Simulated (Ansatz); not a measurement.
## TiCo2: which magnetic state is lowest?

Level of theory: DFT r2SCAN, scalar-relativistic, plane waves, PAW (Ansatz 0.2.0).

```
Ti Co
1.0
     0.00000    3.35200    3.35200
     3.35200    0.00000    3.35200
     3.35200    3.35200    0.00000
Ti Co
2 4
Direct
  0.50000 0.50000 0.50000
  0.75000 0.75000 0.75000
  0.12500 0.12500 0.12500
  0.62500 0.12500 0.12500
  0.12500 0.12500 0.62500
  0.12500 0.62500 0.12500
```

- plane-wave cutoff: 500 eV
- Γ-centred k-mesh: 10×10×10
- occupation rule: Gaussian smearing, 0.1 eV
- list of starting moments (μB, in atom order): 0 0 3 3 3 3
- check for lower electronic states after the SCF: off

All runs keep this geometry, which isn't relaxed for the lowest state (largest force there 0.000 eV/Å, pressure -1.3 GPa) and needn't be a stable compound; relaxing each order would shift the differences by some 30 meV/atom, going by the pressures and a bulk modulus of about 150 GPa. r2SCAN tends to overstate moments in metals, so a weak moment here may be absent in the real material. Site moments are spin moments in atom-centred spheres that scale with the neighbour distance. The states are those that the runs reached from these starts; a lower one can exist. No antiferromagnetic start is among these.

**Question.** Starts tried: no spin; ferromagnetic. Which state comes out lowest, and what are the moments?

**Answer.** The lowest state is ferrimagnetic, reached from the start “ferromagnetic”, with site moments (μB) Ti -0.67 (×2), Co +1.55 (×4).

| start | ends | energy above lowest (meV/atom) | site moments (μB) | gap on mesh (eV) | P (GPa) |
| --- | --- | --- | --- | --- | --- |
| no spin | non-magnetic | 126 | none over 0.05 | metal | -11.5 |
| ferromagnetic | ferrimagnetic | 0.00 | Ti -0.67 (×2), Co +1.55 (×4) | metal | -1.3 |

Cost: 2 runs of about 2.4 core-minutes in all, on Arm Neoverse V2 (shared hosts).